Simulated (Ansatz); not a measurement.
Starting cell, AlSb (zinc blende):

```yaml
crystal:
  lattice:
    - [0.00000, 6.22551, 6.22551]
    - [3.11275, 3.11275, 6.22551]
    - [3.11275, 3.11275, 0.00000]
  atoms:
    - { symbol: Sb, position: [0.00000, 0.75000, 0.75000] }
    - { symbol: Sb, position: [0.50000, 0.75000, 0.75000] }
    - { symbol: Al, position: [0.00000, 0.00000, 0.00000] }
    - { symbol: Al, position: [0.50000, 0.00000, 0.00000] }
```

The atoms are displaced by Q × the pattern below (from a DFPT mode at X = (0.5, 0.5, 0.0), largest move 1; Q in Å), at fixed cell. It is one choice among 2 degenerate patterns. (q is in reciprocal vectors of the primitive cell; the cell shown is doubled to hold the pattern.)

| atom | x | y | z |
|---|---|---|---|
| Sb1 | 0.000 | -1.000 | 0.000 |
| Sb2 | 0.000 | 1.000 | 0.000 |
| Al3 | -0.996 | 0.000 | 0.000 |
| Al4 | 0.996 | 0.000 | 0.000 |

Computed with PBE (plane waves to 420 eV, PAW, scalar-relativistic; Ansatz, a quantum-chemistry and plane-wave program). k mesh 13×13×13 (Γ-centred), Fermi-Dirac smearing 0.05 eV. E stands for the smeared free energy. Compression counts positive. AlSb was relaxed with its symmetry unable to fall. Spin-orbit coupling is left out, though Sb is heavy. ΔE is measured from the undisplaced structure.

**Question.** Give the computed ΔE (meV/cell) and P (GPa) at Q (Å) = -0.100, -0.050, -0.033, -0.017, 0.033, 0.050, 0.067, 0.100.

**Answer.** 
```tsv
Q (Å)	ΔE (meV/cell)	P (GPa)
-0.100	24.0	-0.14
-0.050	6.0	-0.04
-0.033	2.7	-0.02
-0.017	0.7	-0.01
0.033	2.7	-0.02
0.050	6.0	-0.04
0.067	10.7	-0.07
0.100	24.0	-0.14
```

(A displaced cell: forces are minus the slopes of the energy, force constants its curvatures, and phonons follow from these.)
